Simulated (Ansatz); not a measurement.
# GaN: the cost of one run

Program: Ansatz 0.2.0. Level of theory: DFT LDA, scalar-relativistic, plane waves, PAW. These are calculated values, not measurements.

The COD entry's cell or inner coordinates are ideal or old and differ from later refinements, so a difference from it is no clean test against experiment.

2 further runs of the same task are left out: 2 that didn't finish.

## Step 1: The starting structure

It takes space group P6_3mc (No. 186, hexagonal). Conventional cell: a = 3.152 Å, b = 3.152 Å, c = 5.138 Å, α = 90.00°, β = 90.00°, γ = 120.00°. Ga (site symmetry 3m) has 4 N at 1.93 Å as nearest neighbours. N (site symmetry 3m) has 4 Ga at 1.93 Å as nearest neighbours.

As a file:

```cif
data_structure
_symmetry_space_group_name_H-M 'P 1'
_symmetry_Int_Tables_number 1
_cell_length_a 3.1516
_cell_length_b 3.1516
_cell_length_c 5.1382
_cell_angle_alpha 90.000
_cell_angle_beta 90.000
_cell_angle_gamma 120.000
_cell_volume 44.20
loop_
_atom_site_label
_atom_site_type_symbol
_atom_site_fract_x
_atom_site_fract_y
_atom_site_fract_z
_atom_site_occupancy
Ga1 Ga 0.33333 0.66667 0.99930 1
Ga2 Ga 0.66667 0.33333 0.49930 1
N1 N 0.33333 0.66667 0.37570 1
N2 N 0.66667 0.33333 0.87570 1
```

This cell was relaxed beforehand with the same method: volume 11.05 Å³/atom, gap on the mesh 2.14 eV.

## Step 2: What is varied

The energy is mapped over two normal modes frozen in (zone-centre modes of the cell shown, which folds in the wave vector (0, 1/2, 0) of the primitive cell).

- amplitude of mode 11 (318 cm⁻¹), largest displacement: 9 values from −0.076 to 0.076 Å
- amplitude of mode 13 (538 cm⁻¹), largest displacement: 9 values from −0.091 to 0.091 Å

Nothing else is relaxed (the cell and all other modes fixed). Energies count from the relaxed high-symmetry cell. Points are written as (first, second).

The modes come from a phonon run on the reference cell, made beforehand.

The patterns, per unit of each coordinate (Å):

| atom | x1 | y1 | z1 | x2 | y2 | z2 |
| --- | --- | --- | --- | --- | --- | --- |
| Ga1 | 0.000 | 0.937 | 0.349 | 0.000 | 0.000 | -0.201 |
| Ga2 | 0.000 | -0.937 | -0.349 | 0.000 | 0.000 | -0.201 |
| Ga3 | 0.000 | 0.937 | -0.349 | 0.000 | 0.000 | -0.201 |
| Ga4 | 0.000 | -0.937 | 0.349 | 0.000 | 0.000 | -0.201 |
| N5 | 0.000 | 0.136 | -0.162 | 0.000 | 0.001 | 1.000 |
| N6 | 0.000 | -0.136 | 0.162 | 0.000 | 0.001 | 1.000 |
| N7 | 0.000 | 0.136 | 0.162 | 0.000 | -0.001 | 1.000 |
| N8 | 0.000 | -0.136 | -0.162 | 0.000 | -0.001 | 1.000 |

## Step 3: Grid point (−0.076 Å, −0.091 Å)

Contents of input.yaml:

```yaml
crystal:
  lattice:
    - [-3.1515767111, 0.0, 0.0]
    - [0.0, 0.0, -5.1382481593]
    - [0.0, -5.4586909876, 0.0]
  atoms:
    - { symbol: Ga, position: [0.5, 0.0023056805, 0.1797169947] }
    - { symbol: Ga, position: [0.0, -0.008018997, 0.6536225284] }
    - { symbol: Ga, position: [0.0, 0.491981003, 0.3463774716] }
    - { symbol: Ga, position: [0.5, 0.5023056805, 0.8202830053] }
    - { symbol: "N", position: [0.5, 0.639613474, 0.1685733168] }
    - { symbol: "N", position: [0.0, 0.6444046297, 0.6647980818] }
    - { symbol: "N", position: [0.0, 0.1444046297, 0.3352019182] }
    - { symbol: "N", position: [0.5, 0.139613474, 0.8314266832] }
basis:
  ecutwfc: 520.0
kpoints:
  mp_grid: { grid: [8, 6, 6] }
hamiltonian:
  xc: lda
  pseudopotentials: { kind: paw, azcp: { folder: soft_1 } }
scf:
  occupations: { method: gaussian, width: 0.05 }
output:
  forces: true
  stress: true
  eigenvalues: true
```

On the command line:

```
ansatz run input.yaml --threads 4 --pin off --max-ram 8192MiB --backend cpu --events-out ev --progress --plain --runs-dir out
```

Q: Estimate wall time and peak memory on 4 threads of Arm Neoverse N1, shared host.

About 22 s, with a peak of 0.57 GiB.
